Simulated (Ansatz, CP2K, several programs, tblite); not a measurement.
Energy against volume for LiCl in the NiAs-type structure, at fixed shape and fractional coordinates, computed by several methods (PBE and r2SCAN, where shown, with plane waves in Ansatz); the cell shown is that of r2SCAN. With free coordinates or axes held, a curve is too stiff, and on another method's shape its minimum isn't the method's own volume. It is hexagonal, P6_3/mmc (No. 194); a = 3.575 Å, c = 6.024 Å in the conventional setting, 16.67 Å³ an atom. Li has 6 Cl at 2.56 Å; Cl has 6 Li at 2.56 Å. No spin polarisation and no zero-point or thermal motion; the cell was built from a prototype and may be hypothetical. Energies count from each curve's lowest point; fits are third-order Birch-Murnaghan.

```cif
data_structure
_symmetry_space_group_name_H-M 'P6_3/mmc'
_symmetry_Int_Tables_number 194
_cell_length_a 3.5749
_cell_length_b 3.5749
_cell_length_c 6.0241
_cell_angle_alpha 90.000
_cell_angle_beta 90.000
_cell_angle_gamma 120.000
_cell_volume 66.67
loop_
_atom_site_label
_atom_site_type_symbol
_atom_site_symmetry_multiplicity
_atom_site_Wyckoff_symbol
_atom_site_fract_x
_atom_site_fract_y
_atom_site_fract_z
_atom_site_occupancy
Li1 Li 2 a 0.00000 0.00000 0.00000 1
Cl1 Cl 2 c 0.33333 0.66667 0.25000 1
```

**Question.** PBE/DZVP (CP2K), on the shape of the cell shown, gives
```csv
V (Å³/atom),E (meV/atom)
14.668,45.75
15.669,13.49
16.669,0.00
17.669,0.16
18.669,10.32
```
What equilibrium volume and bulk modulus follow?

**Answer.** V₀ = 17.14 Å³ an atom and B₀ = 32 GPa.

**Question.** GFN1-xTB (tblite), on the shape of the cell shown, as a cluster of 72 atoms at the zone centre, gives

| V (Å³/atom) | E (meV/atom) |
| --- | --- |
| 14.668 | 0.53 |
| 15.669 | 0.00 |
| 16.669 | 15.22 |
| 17.669 | 41.73 |
| 18.669 | 76.43 |

What equilibrium volume and bulk modulus follow?

**Answer.** V₀ = 15.18 Å³ an atom and B₀ = 44 GPa.

**Question.** r2SCAN, on the shape of its own relaxed cell, gives
```tsv
V (Å³/atom)	E (meV/atom)
15.669	7.40
16.169	1.77
16.669	0.00
17.169	1.52
17.669	5.83
```
What equilibrium volume and bulk modulus follow?

**Answer.** V₀ = 16.67 Å³ an atom and B₀ = 35 GPa.

PBE/SZV (CP2K), on the shape of the cell shown:
```csv
V (Å³/atom),E (meV/atom)
14.668,146.73
15.669,75.77
16.669,31.97
17.669,8.39
18.669,0.00
```
The lowest point is an end point, so the minimum isn't bracketed.

light PBE (260 eV, its own mesh), on the shape of the cell shown:
```
V (Å³/atom)  E (meV/atom)
     15.335         19.22
     16.002          5.83
     16.669          0.00
     17.335          0.14
     18.002          4.02
     18.669         12.57
```
V₀ = 17.01 Å³ an atom and B₀ = 31 GPa.
